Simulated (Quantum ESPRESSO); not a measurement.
LiF (Griceite) under changes of volume

One of the cells (8.169 Å³/atom); the others are scaled copies at fixed shape and fractional positions:

```
CELL_PARAMETERS angstrom
0.00000 2.01400 2.01400
2.01400 0.00000 2.01400
2.01400 2.01400 0.00000
ATOMIC_POSITIONS crystal
F 0.50000 0.50000 0.50000
Li 0.00000 0.00000 0.00000
```

| Property | Result |
| --- | --- |
| Program | Quantum ESPRESSO 7.5 |
| Functional | PBE |
| Potentials or basis | SSSP 1.3 efficiency PBE |
| Cutoff | 748 eV |
| Density cutoff | 5987 eV |
| k mesh | 11 × 11 × 11 |
| Occupations | fermi-dirac, width 0.05 eV |
| Spin | no spin polarisation |

| volume (Å³/atom) | energy over the lowest point (meV/atom) | pressure (GPa) | gap on the mesh (eV) |
| --- | --- | --- | --- |
| 7.679 | 15.17 | 7.3 | 9.64 |
| 7.842 | 8.72 | 5.3 | 9.44 |
| 8.006 | ? | ? | ? |
| 8.169 | 1.31 | 2.0 | 9.07 |
| 8.333 | 0.00 | 0.5 | 8.89 |
| 8.496 | 0.08 | -0.7 | 8.73 |
| 8.659 | 1.42 | -1.9 | 8.57 |

Task: What does the run at 8.006 Å³/atom give?

Result: Energy over the lowest point 4.16 meV/atom; pressure 3.6 GPa; gap on the mesh 9.25 eV.

Worked out: A Birch-Murnaghan fit of order 3 (a polynomial in V^(-2/3)) to the other rows has its minimum at 8.40 Å³/atom with B0 = V·E''(V) = 67 GPa and B' = 4.3. It gives 4.15 meV/atom at 8.006 Å³/atom, against the run's 4.16, and -dE/dV = 3.6 GPa, against 3.6. A straight line through the other rows of the gap, of slope -8.92 eV per unit of ln V (its deformation potential), gives 9.26 eV, against the run's 9.25.

Energies are extrapolated to zero smearing.

Caveats: an odd mesh through Γ misses points on the zone boundary, where band edges often lie.
